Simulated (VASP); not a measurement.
# PtSe2 in VASP: a series of runs

The runs below take PtSe2 through work function, with PBE, HSE06.

Everything below comes from runs of VASP 6.6.1. Logs are shortened: lines on timing, memory, paths and dates and some standing lists are left out, and cuts for length are marked.

### Step 1. Starting point

The cell holds a sheet with vacuum, 3 atoms: a = 3.703 Å, b = 3.703 Å, c = 18.620 Å, α = 90.00°, β = 90.00°, γ = 120.00°.

The cell was built by a generator and needn't be a form met in nature.

### Step 2. Work function, PBE

Contents of INCAR:

```
SYSTEM = PtSe2
ALGO = Normal
DIPOL = 0.5 0.5 0.500
EDIFF = 1E-6
ENCUT = 520
GGA = PE
IDIPOL = 3
ISIF = 2
ISMEAR = 0
KPAR = 4
LASPH = .True.
LCHARG = .True.
LDIPOL = .True.
LREAL = .False.
LVACPOTAV = .True.
LVHAR = .True.
LWAVE = .False.
NELM = 60
PREC = Accurate
SIGMA = 0.03
```

Contents of KPOINTS:

```
k-points
0
Gamma
  12 12 1
  0 0 0
```

Contents of POSCAR:

```
PtSe2                                   
1.0
    3.7034012563      0.0000000000      0.0000000000
   -1.8517006282      3.2072395722      0.0000000000
    0.0000000000      0.0000000000     18.6200000000
  Se              Pt            
     2     1
Direct
     0.3333330000000032    0.6666669999999968    0.4288970589084361
     0.6666669999999968    0.3333330000000032    0.5711029410915639
     0.0000000000000000    1.0000000000000000    0.5000000000000000
```

Potentials or basis: VASP PAW PBE potentials, release 64 (Se, Pt).

Launch:

```bash
$ cat potpaw_PBE.64/Se/POTCAR potpaw_PBE.64/Pt/POTCAR > POTCAR
$ mpirun -np 4 vasp_std > vasp.out
```

OUTCAR:

```text
SYSTEM = PtSe2
   EDIFF = 1E-6
   ENCUT = 520
   GGA = PE
   ISIF = 2
   ISMEAR = 0
   LASPH = .True.
   LREAL = .False.
   NELM = 60
   PREC = Accurate

 ion  position               nearest neighbor table
   1  0.333  0.667  0.429-   3 2.51   3 2.51   3 2.51
   2  0.667  0.333  0.571-   3 2.51   3 2.51   3 2.51
   3  0.000  0.000  0.500-   1 2.51   2 2.51   2 2.51   1 2.51   2 2.51   1 2.51

  LATTYP: Found a hexagonal cell.
 ALAT       =     3.7034012563
 C/A-ratio  =     5.0278105750

  Lattice vectors:

 A1 = (   3.7034012563,   0.0000000000,   0.0000000000)
 A2 = (  -1.8517006282,   3.2072395722,   0.0000000000)
 A3 = (   0.0000000000,   0.0000000000,  18.6200000000)

Analysis of symmetry for initial positions (statically):
=====================================================================
 Subroutine PRICEL returns:
 Original cell was already a primitive cell.

 Routine SETGRP: Setting up the symmetry group for a
 hexagonal supercell.

 Subroutine GETGRP returns: Found 12 space group operations
 (whereof 12 operations were pure point group operations)
 out of a pool of 24 trial point group operations.

The static configuration has the point symmetry D_3d.

Analysis of symmetry for dynamics (positions and initial velocities):
=====================================================================
 Subroutine PRICEL returns:
 Original cell was already a primitive cell.

 Routine SETGRP: Setting up the symmetry group for a
 hexagonal supercell.

 Subroutine GETGRP returns: Found 12 space group operations
 (whereof 12 operations were pure point group operations)
 out of a pool of 24 trial point group operations.

The dynamic configuration has the point symmetry D_3d.

 Subroutine INISYM returns: Found 12 space group operations
 (whereof 12 operations are pure point group operations),
 and found     1 'primitive' translations

----------------------------------------------------------------------------------------

                                     Primitive cell

  volume of cell :     221.1627

  direct lattice vectors                    reciprocal lattice vectors
     3.703401256  0.000000000  0.000000000     0.270022050  0.155897303  0.000000000
    -1.851700628  3.207239572  0.000000000     0.000000000  0.311794606  0.000000000
     0.000000000  0.000000000 18.620000000     0.000000000  0.000000000  0.053705693

  length of vectors
[... 94 lines left out ...]
   EFERMI_NEDOS =   21; number of points for ismear=-14 and -15
   IALGO  =     38    algorithm
   IMIX   =      4    mixing-type and parameters
     AMIX     =   0.40;   BMIX     =  1.00
     AMIX_MAG =   1.60;   BMIX_MAG =  1.00
  volume/ion in A,a.u.               =      73.72       497.49
  Fermi-wavevector in a.u.,A,eV,Ry     =   0.758540  1.433433  7.828558  0.575383
  Thomas-Fermi vector in A             =   1.857133
   LORBIT       =      0    0 simple, 1 ext, 2 COOP (PROOUT), +10 PAW based schemes
   GGA     = PE    functional components
   LHFCALC =     F    Hartree Fock is set to
   AEXX    =    0.0000 exact exchange contribution
   IVDW    =     0    specifies the selected vdW correction
   LEPSILON=     F    determine dielectric tensor
   LRPA    =     F    only Hartree local field effects (RPA)
 non-spin polarized calculation
 Gauss-broadening in eV      SIGMA  =   0.03
  energy-cutoff  :      520.00
  volume of cell :      221.16
 maximum number of plane-waves:      5982
 NGX is ok and might be reduce to    28
   NGX = 13   NGY = 13   NGZ = 69

 number of electron      21.9999999 magnetization

 dipolmoment           0.000000      0.000000     -0.000000 electrons x Angstroem

 Free energy of the ion-electron system (eV)
  ---------------------------------------------------
  ext. energy  EPLUGINS =         0.00000000
  ---------------------------------------------------
  free energy    TOTEN  =       -14.28535010 eV

  energy without entropy =      -14.28535010  energy(sigma->0) =      -14.28535010

 E-fermi :  -2.3978     XC(G=0):  -3.6241

 val. band max:       -2.5944795631   @ k =   0.0833  -0.0000   0.0000
 cond. band min:      -1.2239153817   @ k =   0.2500  -0.0000   0.0000
 fundamental gap:      1.3705641813
 Fermi energy:        -2.3977573245

 k-point     1 :       0.0000    0.0000    0.0000
  band No.  band energies     occupation
      1     -16.6619      2.00000
      2     -14.8885      2.00000
      3      -7.7672      2.00000
      4      -7.7086      2.00000
      5      -7.7085      2.00000
      6      -5.4906      2.00000
      7      -5.4906      2.00000
      8      -3.9081      2.00000
      9      -3.2808      2.00000
     10      -2.5982      2.00000
     11      -2.5982      2.00000
     12       0.3694      0.00000
     13       0.3694      0.00000
     14       1.9081      0.00000
[... 311 lines left out ...]
      2     -14.9888      2.00000
      3      -7.8975      2.00000
      4      -7.5249      2.00000
      5      -7.5249      2.00000
      6      -6.0854      2.00000
      7      -6.0854      2.00000
      8      -5.1462      2.00000
      9      -4.9159      2.00000
     10      -3.5873      2.00000
     11      -3.5873      2.00000
     12      -0.8287      0.00000
     13      -0.8287      0.00000
     14       3.4450      0.00000
     15       5.5060      0.00000

------------------------ aborting loop because EDIFF is reached ----------------------------------------

  FORCE on cell =-STRESS in cart. coord.  units (eV):
  Direction    XX          YY          ZZ          XY          YZ          ZX
  --------------------------------------------------------------------------------------
  -------------------------------------------------------------------------------------
  Total        1.0378804      1.0378804      0.2653905     -0.0000000      0.0000000      0.0000000
  in kB        7.5187570      7.5187571      1.9225789     -0.0000000      0.0000000      0.0000000
  external PRESSURE =       5.6533643 kB  Pullay stress =       0.0000000 kB

 VOLUME and BASIS-vectors are now :
 -----------------------------------------------------------------------------
  energy-cutoff  :      520.00
  volume of cell :      221.16
      direct lattice vectors                 reciprocal lattice vectors
     3.703401256  0.000000000  0.000000000     0.270022050  0.155897303  0.000000000
    -1.851700628  3.207239572  0.000000000     0.000000000  0.311794606  0.000000000
     0.000000000  0.000000000 18.620000000     0.000000000  0.000000000  0.053705693

 POSITION                                       TOTAL-FORCE (eV/Angst)
 -----------------------------------------------------------------------------------
     -0.00000      2.13816      7.98606        -0.000000     -0.000000     -0.105093
      1.85170      1.06908     10.63394         0.000000      0.000000      0.105093
      0.00000      0.00000      9.31000         0.000000      0.000000      0.000000
 -----------------------------------------------------------------------------------
    total drift:                                0.000000      0.000000      0.000000

  FREE ENERGIE OF THE ION-ELECTRON SYSTEM (eV)
  ---------------------------------------------------
  free  energy   TOTEN  =       -14.2853500991 eV

  energy  without entropy=      -14.2853500991  energy(sigma->0) =      -14.28535010

 vacuum level on the upper side and lower side of the slab         3.053         3.053
```

stdout:

```text
POSCAR found type information on POSCAR SePt
 POSCAR found :  2 types and       3 ions
 scaLAPACK will be used
 LDA part: xc-table for (Slater+PW92), standard interpolation
 POSCAR, INCAR and KPOINTS ok, starting setup
 FFT: planning ... GRIDC
 FFT: planning ... GRID_SOFT
 FFT: planning ... GRID
 WAVECAR not read
 entering main loop
 -----------------------------------------------------------------------------
|                                                                             |
|           W    W    AA    RRRRR   N    N  II  N    N   GGGG   !!!           |
|           W    W   A  A   R    R  NN   N  II  NN   N  G    G  !!!           |
|           W    W  A    A  R    R  N N  N  II  N N  N  G       !!!           |
|           W WW W  AAAAAA  RRRRR   N  N N  II  N  N N  G  GGG   !            |
|           WW  WW  A    A  R   R   N   NN  II  N   NN  G    G                |
|           W    W  A    A  R    R  N    N  II  N    N   GGGG   !!!           |
|                                                                             |
|     Did not find any points to average over, which means that no vacuum     |
|     field-free region was found. Please increase the size of  your cell     |
|     in the dimension of the dipole correction to obtain accurate            |
|     workfunction values.                                                    |
|                                                                             |
 -----------------------------------------------------------------------------
```

It took 22 s on 4 MPI ranks of Intel Xeon 6975P-C (Granite Rapids), shared host; peak memory 0.36 GiB.

Results:

| Item | Value |
| --- | --- |
| Free energy | -14.2854 eV |
| Largest force | 0.105 eV/Å |
| Band gap on the k mesh | 1.37 eV, indirect (least direct gap 1.67 eV) |
| Ionisation potential of the upper face | 5.65 eV |

Forces on the atoms (eV/Å):
```
Se   0.000  0.000 -0.105
Se   0.000  0.000  0.105
Pt   0.000  0.000  0.000
```

Levels at points of the mesh, in eV from the valence-band top:
| k point | band 7 | band 8 | band 9 | band 10 | band 11 | band 12 | band 13 | band 14 | band 15 |
| --- | --- | --- | --- | --- | --- | --- | --- | --- | --- |
| (0.00, 0.00, 0.00) | -2.90 | -1.31 | -0.69 | 0.00 | 0.00 | 2.96 | 2.96 | 4.50 | 5.24 |
| (0.50, 0.00, 0.00) | -2.35 | -2.33 | -1.97 | -1.80 | -1.48 | 2.40 | 2.70 | 4.66 | 6.15 |

Caveat: spin-orbit coupling is left out, which moves the levels of the heavy elements.

### Step 3. Work function, PBE, non-collinear spin, zero start, spin-orbit coupling

INCAR, as its differences from that of step 2:

```diff
@@ -6,2 +6,3 @@
 GGA = PE
+GGA_COMPAT = .False.
 IDIPOL = 3
@@ -13,3 +14,6 @@
 LDIPOL = .True.
+LMAXMIX = 4
+LORBIT = 11
 LREAL = .False.
+LSORBIT = .True.
 LVACPOTAV = .True.
@@ -17,2 +21,3 @@
 LWAVE = .False.
+MAGMOM = 0 0 0 0 0 0 0 0 0
 NELM = 60
```

KPOINTS is that of step 2.

POSCAR is that of step 2.

Potentials or basis: VASP PAW PBE potentials, release 64 (Se, Pt).

Launch:

```bash
$ cat potpaw_PBE.64/Se/POTCAR potpaw_PBE.64/Pt/POTCAR > POTCAR
$ mpirun -np 4 vasp_ncl > vasp.out
```

OUTCAR:

```text
SYSTEM = PtSe2
   EDIFF = 1E-6
   ENCUT = 520
   GGA = PE
   ISIF = 2
   ISMEAR = 0
   LASPH = .True.
   LORBIT = 11
   LREAL = .False.
   LSORBIT = .True.
   NELM = 60
   PREC = Accurate

 ion  position               nearest neighbor table
   1  0.333  0.667  0.429-   3 2.51   3 2.51   3 2.51
   2  0.667  0.333  0.571-   3 2.51   3 2.51   3 2.51
   3  0.000  0.000  0.500-   1 2.51   2 2.51   2 2.51   1 2.51   2 2.51   1 2.51

  LATTYP: Found a hexagonal cell.
 ALAT       =     3.7034012563
 C/A-ratio  =     5.0278105750

  Lattice vectors:

 A1 = (   3.7034012563,   0.0000000000,   0.0000000000)
 A2 = (  -1.8517006282,   3.2072395722,   0.0000000000)
 A3 = (   0.0000000000,   0.0000000000,  18.6200000000)

Analysis of symmetry for initial positions (statically):
=====================================================================
 Subroutine PRICEL returns:
 Original cell was already a primitive cell.

 Routine SETGRP: Setting up the symmetry group for a
 hexagonal supercell.
[... 864 lines left out ...]
     0.0000010     0.0000000    -0.0000065    -0.0000016     0.0000010
     0.0000000    -0.0000065     0.0000000    -0.0000065     0.0000000
     0.0000010    -0.0000016    -0.0000065     0.0000000     0.0000010
    -0.0000108     0.0000010     0.0000000     0.0000010     0.0000000
 l=   3
     0.0000000     0.0000000     0.0000000     0.0000000     0.0000000     0.0000000     0.0000000
     0.0000000     0.0000000     0.0000000     0.0000000     0.0000000     0.0000000     0.0000000
     0.0000000     0.0000000     0.0000000     0.0000000     0.0000000     0.0000000     0.0000000
     0.0000000     0.0000000     0.0000000     0.0000000     0.0000000     0.0000000     0.0000000
[... 29 lines left out ...]
 l=   2
     0.0000000    -0.0198763     0.0000000    -0.0198763    -0.0665433
    -0.0198763     0.0000000    -0.0496735    -0.0243533    -0.0198763
     0.0000000    -0.0496735     0.0000000    -0.0496735     0.0000000
    -0.0198763    -0.0243533    -0.0496735     0.0000000    -0.0198763
    -0.0665433    -0.0198763     0.0000000    -0.0198763     0.0000000
 l=   3
     0.0000000     0.0000000     0.0000000     0.0000000     0.0000000     0.0000000     0.0000000
     0.0000000     0.0000000     0.0000000     0.0000000     0.0000000     0.0000000     0.0000000
     0.0000000     0.0000000     0.0000000     0.0000000     0.0000000     0.0000000     0.0000000
     0.0000000     0.0000000     0.0000000     0.0000000     0.0000000     0.0000000     0.0000000
     0.0000000     0.0000000     0.0000000     0.0000000     0.0000000     0.0000000     0.0000000
     0.0000000     0.0000000     0.0000000     0.0000000     0.0000000     0.0000000     0.0000000
     0.0000000     0.0000000     0.0000000     0.0000000     0.0000000     0.0000000     0.0000000

 total charge

# of ion       s       p       d       tot
------------------------------------------
    1        1.477   2.254   0.057   3.787
    2        1.477   2.254   0.057   3.787
    3        0.680   0.718   7.975   9.373
--------------------------------------------------
tot          3.634   5.225   8.089  16.948

 magnetization (x)

# of ion       s       p       d       tot
------------------------------------------
    1        0.000   0.000   0.000   0.000
    2        0.000   0.000   0.000   0.000
    3        0.000   0.000   0.000   0.000
--------------------------------------------------
tot          0.000   0.000   0.000   0.000

 magnetization (y)

# of ion       s       p       d       tot
------------------------------------------
    1       -0.000   0.000   0.000  -0.000
    2        0.000   0.000   0.000   0.000
    3        0.000  -0.000   0.000  -0.000
--------------------------------------------------
tot          0.000  -0.000   0.000  -0.000

 magnetization (z)

# of ion       s       p       d       tot
------------------------------------------
    1        0.000   0.000   0.000   0.000
    2        0.000   0.000   0.000   0.000
    3        0.000   0.000   0.000   0.000
--------------------------------------------------
tot          0.000   0.000   0.000   0.000
```

OSZICAR:

```text
N       E                     dE             d eps       ncg     rms          rms(c)
DAV:   1     0.170522330251E+03    0.17052E+03   -0.75872E+03  1140   0.110E+03
DAV:   2     0.486199192566E+01   -0.16566E+03   -0.15793E+03  1698   0.200E+02
[... 15 lines left out ...]
DAV:  18    -0.146852127131E+02   -0.42271E-05   -0.50348E-07   952   0.281E-03    0.484E-04
DAV:  19    -0.146852161601E+02   -0.34471E-05   -0.15308E-07   934   0.146E-03    0.505E-04
DAV:  20    -0.146852182833E+02   -0.21232E-05   -0.32205E-08   852   0.833E-04    0.232E-04
DAV:  21    -0.146852196772E+02   -0.13939E-05   -0.25913E-08   816   0.476E-04    0.176E-04
DAV:  22    -0.146852213700E+02   -0.16928E-05   -0.48697E-08   802   0.583E-04    0.943E-05
DAV:  23    -0.146852217814E+02   -0.41142E-06   -0.72902E-09   828   0.283E-04
   1 F= -.14685222E+02 E0= -.14685222E+02  d E =-.326228E-13  mag=     0.0000     0.0000    -0.0000
```

stdout:

```text
POSCAR found type information on POSCAR SePt
 POSCAR found :  2 types and       3 ions
 scaLAPACK will be used
 LDA part: xc-table for (Slater+PW92), standard interpolation
 POSCAR, INCAR and KPOINTS ok, starting setup
 FFT: planning ... GRIDC
 FFT: planning ... GRID_SOFT
 FFT: planning ... GRID
 WAVECAR not read
 entering main loop
 -----------------------------------------------------------------------------
|                                                                             |
|           W    W    AA    RRRRR   N    N  II  N    N   GGGG   !!!           |
|           W    W   A  A   R    R  NN   N  II  NN   N  G    G  !!!           |
|           W    W  A    A  R    R  N N  N  II  N N  N  G       !!!           |
|           W WW W  AAAAAA  RRRRR   N  N N  II  N  N N  G  GGG   !            |
|           WW  WW  A    A  R   R   N   NN  II  N   NN  G    G                |
|           W    W  A    A  R    R  N    N  II  N    N   GGGG   !!!           |
|                                                                             |
|     Did not find any points to average over, which means that no vacuum     |
|     field-free region was found. Please increase the size of  your cell     |
|     in the dimension of the dipole correction to obtain accurate            |
|     workfunction values.                                                    |
|                                                                             |
 -----------------------------------------------------------------------------
```

Run time: 1.8 min. Hardware: 4 MPI ranks of Intel Xeon 6975P-C (Granite Rapids), shared host; peak memory 0.89 GiB.

What came out:

* Free energy: -14.6852 eV
* Largest force: 0.137 eV/Å
* Net moment: 0.00 μB per cell
* Valence electrons inside the program's atomic spheres: Se 3.79; Pt 9.37
* Work function of the upper face: 5.31 eV
* Work function of the lower face: 5.31 eV

Forces in eV/Å, atoms in the order of the input:
```
Se   0.000  0.000 -0.137
Se   0.000  0.000  0.137
Pt   0.000  0.000  0.000
```

Moments on the atoms (μB; x, y, z):
```
Se  0.00 0.00 0.00
Se  0.00 0.00 0.00
Pt  0.00 0.00 0.00
```

(Continued in part 2 of 2.)
